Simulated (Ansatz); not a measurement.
# NaI: the cost of one run

Program: Ansatz 0.2.0. Level of theory: DFT PBE, scalar-relativistic, plane waves, PAW. These are calculated values, not measurements.

## Step 1: The system as given

Symmetry: P6_3/mmc, No. 194, hexagonal system. The conventional cell has a = 3.999 Å, b = 3.999 Å, c = 13.178 Å, α = 90.00°, β = 90.00°, γ = 120.00°. Na (site symmetry 3m) has 6 I at 2.84 Å in its first shell of neighbours. I (site symmetry -3m) is surrounded by 6 Na at 2.84 Å. I (site symmetry -6m2) has 6 Na at 2.84 Å in its first shell of neighbours.

As a file:

```cif
data_structure
_symmetry_space_group_name_H-M 'P 1'
_symmetry_Int_Tables_number 1
_cell_length_a 3.9993
_cell_length_b 3.9993
_cell_length_c 13.1783
_cell_angle_alpha 90.000
_cell_angle_beta 90.000
_cell_angle_gamma 120.000
_cell_volume 182.54
loop_
_atom_site_label
_atom_site_type_symbol
_atom_site_fract_x
_atom_site_fract_y
_atom_site_fract_z
_atom_site_occupancy
Na1 Na 0.66667 0.33333 0.12500 1
Na2 Na 0.66667 0.33333 0.37500 1
Na3 Na 0.33333 0.66667 0.62500 1
Na4 Na 0.33333 0.66667 0.87500 1
I1 I 0.00000 0.00000 0.00000 1
I2 I 0.33333 0.66667 0.25000 1
I3 I 0.00000 0.00000 0.50000 1
I4 I 0.66667 0.33333 0.75000 1
```

A structure generator made this guess: close-packed anion layers stacked ABAC|A, with sites between them filled layer by layer (P6_3/mmc, No. 194). The dimensions are guesses.

## Step 2: A first look at the guess

Contents of input.yaml:

```yaml
crystal:
  lattice:
    - [3.99925396, 0.0, 0.0]
    - [-1.99962698, 3.46345552, 0.0]
    - [0.0, 0.0, 13.17825868]
  atoms:
    - { symbol: Na, position: [0.66666667, 0.33333333, 0.125] }
    - { symbol: Na, position: [0.66666667, 0.33333333, 0.375] }
    - { symbol: Na, position: [0.33333333, 0.66666667, 0.625] }
    - { symbol: Na, position: [0.33333333, 0.66666667, 0.875] }
    - { symbol: I, position: [0.0, 0.0, 0.0] }
    - { symbol: I, position: [0.33333333, 0.66666667, 0.25] }
    - { symbol: I, position: [0.0, 0.0, 0.5] }
    - { symbol: I, position: [0.66666667, 0.33333333, 0.75] }
basis:
  ecutwfc: 420
kpoints:
  mp_grid: { grid: [6, 6, 2] }
hamiltonian:
  xc: pbe
scf:
  occupations: { method: gaussian, width: 0.1 }
  lower_state_search: "off"
output:
  forces: true
  stress: true
  eigenvalues: true
```

Run with:

```bash
$ ansatz run input.yaml --threads 1 --pin off --max-ram 2560MiB --backend cpu --events-out ev --progress --plain --runs-dir out
```

Q: Estimate wall time and peak memory on 1 thread of Intel Xeon at 2.50GHz (Skylake/Cascade Lake), shared host.

About 13 s, with a peak of 0.47 GiB.
